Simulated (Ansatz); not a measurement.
# TiSi: the cost of one run

Program: Ansatz 0.2.0. Level of theory: DFT PBEsol, scalar-relativistic, plane waves, PAW. These are calculated values, not measurements.

2 further runs of the same task are left out: 2 set aside as unsound or not needed.

## (1) The structure to begin with

It takes space group Cmmm (No. 65, orthorhombic). Conventional cell: a = 3.601 Å, b = 4.143 Å, c = 3.789 Å, α = 90.00°, β = 90.00°, γ = 90.00°. Ti (site symmetry mmm) is surrounded by 8 Si at 2.61 to 2.81 Å and 4 Ti at 2.74 Å. Si (site symmetry mmm) is surrounded by 8 Ti at 2.61 to 2.81 Å and 4 Si at 2.74 Å.

As a file:

```cif
data_structure
_symmetry_space_group_name_H-M 'Cmmm'
_symmetry_Int_Tables_number 65
_cell_length_a 3.6008
_cell_length_b 4.1429
_cell_length_c 3.7893
_cell_angle_alpha 90.000
_cell_angle_beta 90.000
_cell_angle_gamma 90.000
_cell_volume 56.53
loop_
_atom_site_label
_atom_site_type_symbol
_atom_site_symmetry_multiplicity
_atom_site_Wyckoff_symbol
_atom_site_fract_x
_atom_site_fract_y
_atom_site_fract_z
_atom_site_occupancy
Ti1 Ti 2 b 0.00000 0.50000 0.00000 1
Si1 Si 2 d 0.00000 0.00000 0.50000 1
```

It is the result of an earlier relaxation at this level (volume 14.13 Å³/atom; gap on the mesh: none (metal)).

## (2) Bulk reference on the slab's mesh

Input file input.yaml:

```yaml
crystal:
  lattice:
    - [3.6007917035, 0.0, 0.0]
    - [0.0, 4.1428981962, 0.0]
    - [0.0, 0.0, 7.5785649976]
  atoms:
    - { symbol: Ti, position: [0.0, 0.0507574438, 0.5] }
    - { symbol: Ti, position: [0.5, 0.5507434954, 0.5] }
    - { symbol: Ti, position: [0.5, 0.5507465112, 0.0] }
    - { symbol: Ti, position: [0.0, 0.0507528485, 0.0] }
    - { symbol: Si, position: [0.0, 0.550748387, 0.7499993727] }
    - { symbol: Si, position: [0.0, 0.550748387, 0.2500006273] }
    - { symbol: Si, position: [0.5, 0.0507514636, 0.2499997045] }
    - { symbol: Si, position: [0.5, 0.0507514636, 0.7500002955] }
basis:
  ecutwfc: 420
kpoints:
  mp_grid: { grid: [10, 8, 5] }
hamiltonian:
  xc: pbesol
scf:
  occupations: { method: gaussian, width: 0.1 }
output:
  forces: true
  stress: true
  eigenvalues: true
```

The run is started by

```console
$ ansatz run input.yaml --threads 1 --pin off --max-ram 2560MiB --backend cpu --events-out ev --progress --plain --runs-dir out
```

Q: Estimate wall time and peak memory on 1 thread of Intel Xeon Platinum 8488C (Sapphire Rapids), shared host.

About 18 s, with a peak of 0.63 GiB.
